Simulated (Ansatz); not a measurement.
# Mn (P6_3/mmc) in Ansatz: notebook, part 2 of 3

Ansatz 0.2.0. Earlier steps stand in the parts before.

## 3. Band structure, PBEsol, collinear spin, ferromagnetic start

input.yaml

```yaml
crystal:
  lattice:
    - [2.4836457705, 0.0, 0.0]
    - [-1.2418228853, 2.1509003313, 0.0]
    - [0.0, 0.0, 4.026195]
  atoms:
    - { symbol: Mn, position: [0.3333333333, 0.6666666667, 0.25], spin: 4.0 }
    - { symbol: Mn, position: [0.6666666667, 0.3333333333, 0.75], spin: 4.0 }
hamiltonian:
  xc: pbesol
  pseudopotentials: { kind: paw }
magnetization:
  spin_polarized: true
kpoints:
  mp_grid: { grid: [12, 12, 7] }
  band_path:
    path:
      - [[0.0, 0.0, 0.0], [0.5, 0.0, 0.0], [0.3333333333, 0.3333333333, 0.0], [0.0, 0.0, 0.0], [0.0, 0.0, 0.5], [0.5, 0.0, 0.5], [0.3333333333, 0.3333333333, 0.5], [0.0, 0.0, 0.5]]
      - [[0.5, 0.0, 0.5], [0.5, 0.0, 0.0]]
      - [[0.3333333333, 0.3333333333, 0.0], [0.3333333333, 0.3333333333, 0.5]]
    npoints: 14
scf:
  occupations: { method: fermi_dirac, width: 0.05 }
  n_extra_bands: 6
output:
  forces: true
  stress: true
  eigenvalues: true
  fatbands: false
```

Potentials or basis: Ansatz PAW.

On the command line:

```sh
$ ansatz run input.yaml --threads 2 --pin off --max-ram 5632MiB --backend cpu --events-out ev --progress --plain --runs-dir out
```

What it wrote:

```text
Warning: the band count 21 (scf.n_extra_bands) hosts the net moment |M| = 8.0000 μB (N_el = 30) but caps the reachable moment at 2·n_bands − N_el = 12.0000 μB, below the 23 bands that the automatic rule leaves for it — a moment growing past the seed, or the majority channel's smearing tail, pins there with fewer empty majority states than that count leaves; raise or omit scf.n_extra_bands unless the cap is intended
Warning: RAYON_NUM_THREADS=2 ignored (pool sized by the plan → 2); use --threads N
scf.n_extra_bands = 6 over 15 filled bands (N_el = 30.0): the run solves 21 bands
Engine: ansatz 0.2.0, x86_64-unknown-linux-gnu
Pseudopotentials: kind: paw
Pseudopotential: Mn, paw, valence charge 15, recommended cutoff 420 eV (normal), Mn.paw.azcp
Functional definition: PBEsol
  exchange = pbesol_x
  correlation = pbesol_c
Crystal: 2 atoms, lattice volume = 21.508 Å³
Basis set: ecut = 420 eV, 391 PW (Γ), exchange–correlation on 36×36×54 points (8 copies of the dense FFT grid, shifted against one another)
Bands: 21, of which v1, the nominal top of the filled ones, is band 15 counted from 1 (14 counted from 0)
Symmetry: 24 space group operations
Space group: P63/mmc (ITA 194), of the structure as read, at distance tolerance 2.8e-5 Å
Magnetic group: BNS 194.263 (UNI 1493), of the structure as read, at distance tolerance 2.8e-5 Å
k-points: 76 of 1008
Non-local potential: Mn, projectors of the file, l = 0: 3, l = 1: 2, l = 2: 3, l = 3: 1
PAW form: soft (Blöchl's): semilocal exchange-correlation on the pseudo side does not see the compensation charge
PAW frozen core: Mn, regenerated for the run's functional, and the local potential with it (the file was generated under x = pbe(κ = 0.804, μ = 0.2195149727645171), c = pbe(β = 0.06672455060314922))
PAW one-centre angular grid: Mn, 590 points (default); XC on 64 Gauss nodes
Initial density: superposition of atomic densities (chi_scale 0.1, normalization cell)
Starting moments: Σ|m| = 8 μB on 2 of 2 sites
Initial wavefunctions: pseudopotential atomic-orbital guess
Functional: x = pbesol(κ = 0.804, μ = 0.12345679012345678), c = pbesol(β = 0.046)
SCF iter   1: F=—  HF=-7742.865063 eV  |F-HF|=—  |Δ(HF+E_count)|=         —  Δρ=4.62e-1 (↑4.62e-1 ↓2.87e-1)  dr2=6.04e0  dr2_m=2.72e1  M=0.875 μB ∫|m|=0.950 μB  β_m=0.30  ethr=3.10e-3  ⟨swp⟩=3.3  Hψ=11234  notcnv=0
Mixer restart at iter 1: flushing history
preconditioner: auto → none  [metal: Δε(μ)=0.012 eV  Ē_g=6.738 eV  σ=0.050 eV  W_gap=0.06  n_scr=2 (ndim 8)  ℏωp=30.0 eV  f_vac=0.000  D(μ)=2.45/eV (n_scr^D=34)  sad-step TF]
SCF iter   2: F=—  HF=-7737.978732 eV  |F-HF|=—  |Δ(HF+E_count)|=    4.89e0  Δρ=2.86e-1 (↑2.86e-1 ↓2.22e-1)  dr2=9.95e-1  dr2_m=1.26e1  M=1.054 μB ∫|m|=1.077 μB  β_m=0.58  ethr=3.10e-3  ⟨swp⟩=3.5  Hψ=7323  notcnv=0  defer=112
SCF iter   3: F=—  HF=-7738.176014 eV  |F-HF|=—  |Δ(HF+E_count)|=   1.97e-1  Δρ=1.32e-1 (↑1.32e-1 ↓3.61e-2)  dr2=1.81e0  dr2_m=1.23e0  M=0.336 μB ∫|m|=0.350 μB  β_m=0.51  ethr=3.10e-3  ⟨swp⟩=3.3  Hψ=6265  notcnv=0  defer=109
SCF iter   4: F=—  HF=-7737.482100 eV  |F-HF|=—  |Δ(HF+E_count)|=   6.94e-1  Δρ=3.20e-2 (↑1.28e-2 ↓3.20e-2)  dr2=5.57e-2  dr2_m=9.46e-2  M=0.158 μB ∫|m|=0.171 μB  β_m=0.76  ethr=3.10e-3  ⟨swp⟩=3.3  Hψ=7017  notcnv=0  defer=115
[... 10 lines left out ...]
NSCF: frozen V_eff on 129 k-points
SCF converged after 11 iterations
Magnetization: -0.0000 μB (15.0000 up, 15.0000 down)
Absolute magnetization: 0.0000 μB (∫|ρ↑−ρ↓|, with the PAW one-centre terms)
Spin contamination: 0.0000 ħ² per cell (⟨S²⟩ above its minimum at these occupations)
Per-site moments (μB) at R_I (Å): [(-3.4904366564399736e-7, 1.0195283593829112), (-3.49043665333935e-7, 1.0195283593829112)]
Free energy (F): -7737.517834 eV
Harris-Foulkes:  -7737.517834 eV  (|F-HF|=9.09e-13)
Internal energy: -7737.496033 eV  (E = F + TS)
E sigma→0 (E₀):  -7737.506934 eV
Entropy (-TS):   -0.021800 eV (-10.900 meV/atom)
Fermi energy:    20.003980 eV
--- Per-component energies (eV) ---
  E_band       = -317.369252
  E_kinetic    = 617.288918
  E_local      = -3125.071951  (includes V_loc(G=0)·N_el)
  E_nonlocal   = 474.923471
  E_hartree    = 1297.288495
  E_xc         = -230.434814
  E_vxc        = -296.450704  (∫ρ·V_xc dr)
  E_paw        = -2532.532986  (= ΣΔE_a)
  E_vpaw       = -582.635884  (= ΣTr[D̂ρ^β])
  E_aug_tail   = -0.000018  (compensation charges beyond the density's cutoff)
  E_ewald      = -4239.296449
  E_core_change = 0.339301  (= ΣΔE_core)
  E_smearing   = -0.021800  (= −TS)
  E_closure    = -0.000000  (closes the sum)
  Σ components = -7737.517834   (vs F -7737.517834, Δ=0.00e0)
--- Forces (eV/Å), atoms counted from 1 ---
  atom   1  Mn     0.00000000    -0.00000000     0.00000000
  atom   2  Mn    -0.00000000     0.00000000    -0.00000000
  max |Σ_I F_I| component: 1.16e-18 eV/Å
--- Stress (GPa, compression-positive) ---
      -11.436076      -0.000000       0.000000
       -0.000000     -11.436076      -0.000000
        0.000000      -0.000000     -11.872779
  P = ⅓ Tr σ = -11.5816 GPa (-115.816 kbar)
--- Band table (eV; the first three rows and the last of 152) ---
  k-point 0 ↑: bands = ["-58.8850", "-58.7221", "-28.0737", "-27.4010", "-27.4010", "-27.2956", "-27.2956", "-27.2871", "11.7627", "15.5487", "19.0311", "19.0617", "19.0617", "19.5346", "19.5346", "20.0704", "20.0704", "20.6698", "21.6389", "21.6389", "29.2243"]
  k-point 1 ↑: bands = ["-58.8770", "-58.7302", "-28.0359", "-27.3958", "-27.3958", "-27.3272", "-27.3009", "-27.3009", "11.9810", "15.5108", "18.9476", "18.9948", "18.9948", "19.4531", "19.4531", "20.0966", "20.2447", "20.2447", "21.6290", "21.6290", "30.1635"]
  k-point 2 ↑: bands = ["-58.8546", "-58.7530", "-27.9293", "-27.4390", "-27.3812", "-27.3812", "-27.3155", "-27.3155", "12.6084", "15.2687", "18.7335", "18.9139", "18.9139", "19.0714", "19.2609", "19.2609", "20.6245", "20.6245", "21.5577", "21.5577", "32.3852"]
  k-point 75 ↓: bands = ["-58.6889", "-58.6889", "-27.9033", "-27.9033", "-27.7741", "-27.7207", "-27.4317", "-27.4317", "17.1406", "17.2297", "17.2297", "17.3361", "18.4068", "18.4068", "19.9225", "20.2262", "21.6970", "21.6970", "27.7255", "27.7255", "28.8237"]
```

bands.tsv:

```text
# k_distance	band_0_up	band_1_up	band_2_up	band_3_up	band_4_up	band_5_up	band_6_up	band_7_up	band_8_up	band_9_up	band_10_up	band_11_up	band_12_up	band_13_up	band_14_up	band_15_up	band_16_up	band_17_up	band_18_up	band_19_up	band_20_up	band_0_dn	band_1_dn	band_2_dn	band_3_dn	band_4_dn	band_5_dn	band_6_dn	band_7_dn	band_8_dn	band_9_dn	band_10_dn	band_11_dn	band_12_dn	band_13_dn	band_14_dn	band_15_dn	band_16_dn	band_17_dn	band_18_dn	band_19_dn	band_20_dn
[... 149 lines left out ...]
10.321700	-78.692900	-78.692900	-47.912528	-47.912528	-47.751434	-47.751434	-47.430223	-47.430223	-2.768619	-2.768619	-2.746317	-2.746317	-1.606941	-1.606941	0.033919	0.033919	1.703201	1.703201	7.733140	7.733140	9.430525	-78.692900	-78.692900	-47.912529	-47.912529	-47.751435	-47.751435	-47.430223	-47.430223	-2.768621	-2.768621	-2.746319	-2.746319	-1.606942	-1.606942	0.033918	0.033918	1.703201	1.703201	7.733138	7.733138	9.430523
```

Run time: 12 s. Hardware: 2 threads of Intel Xeon at 2.50GHz (Skylake/Cascade Lake), shared host; peak memory 0.37 GiB.

What came out:

```yaml
Free_energy: -7737.5178 eV
Pressure: -11.6 GPa
Band_gap_on_the_k_mesh: none (metal or under the smearing width)
Net_moment: 0.00 μB per cell
Absolute_moment: 0.00 μB per cell
```

Levels at the corners of the path, in eV from the Fermi level:
Spin up:
```
point  band 12  band 13  band 14  band 15  band 16  band 17  band 18  band 19
    Γ    -0.94    -0.94    -0.47    -0.47     0.07     0.07     0.67     1.63
    M    -1.37    -1.15    -0.94    -0.42     1.85     1.99     2.07     3.60
    K    -2.67    -1.39    -1.39    -0.07     1.47     1.47     1.65     6.49
    Γ    -0.94    -0.94    -0.47    -0.47     0.07     0.07     0.67     1.63
    A    -1.55    -1.02    -1.02    -1.02    -1.02     1.21     1.21     1.21
    L    -2.65     0.20     0.20     0.85     0.85     1.98     1.98     3.16
    H    -2.75    -1.61    -1.61     0.03     0.03     1.70     1.70     7.73
    A    -1.55    -1.02    -1.02    -1.02    -1.02     1.21     1.21     1.21
    L    -2.65     0.20     0.20     0.85     0.85     1.98     1.98     3.16
    M    -1.37    -1.15    -0.94    -0.42     1.85     1.99     2.07     3.60
    K    -2.67    -1.39    -1.39    -0.07     1.47     1.47     1.65     6.49
    H    -2.75    -1.61    -1.61     0.03     0.03     1.70     1.70     7.73
```
Spin down:
```
point  band 12  band 13  band 14  band 15  band 16  band 17  band 18  band 19
    Γ    -0.94    -0.94    -0.47    -0.47     0.07     0.07     0.67     1.63
    M    -1.37    -1.15    -0.94    -0.42     1.85     1.99     2.07     3.60
    K    -2.67    -1.39    -1.39    -0.07     1.47     1.47     1.65     6.49
    Γ    -0.94    -0.94    -0.47    -0.47     0.07     0.07     0.67     1.63
    A    -1.55    -1.02    -1.02    -1.02    -1.02     1.21     1.21     1.21
    L    -2.65     0.20     0.20     0.85     0.85     1.98     1.98     3.16
    H    -2.75    -1.61    -1.61     0.03     0.03     1.70     1.70     7.73
    A    -1.55    -1.02    -1.02    -1.02    -1.02     1.21     1.21     1.21
    L    -2.65     0.20     0.20     0.85     0.85     1.98     1.98     3.16
    M    -1.37    -1.15    -0.94    -0.42     1.85     1.99     2.07     3.60
    K    -2.67    -1.39    -1.39    -0.07     1.47     1.47     1.65     6.49
    H    -2.75    -1.61    -1.61     0.03     0.03     1.70     1.70     7.73
```

Caveat: the starting moments collapsed, and a magnetic state may lie lower; the PAW data sets come from PBE, with cores solved anew for the run's functional, which leaves a small shift of forces and pressure; the starting moments weren't kept.

(Part 2 of 3 ends here.)
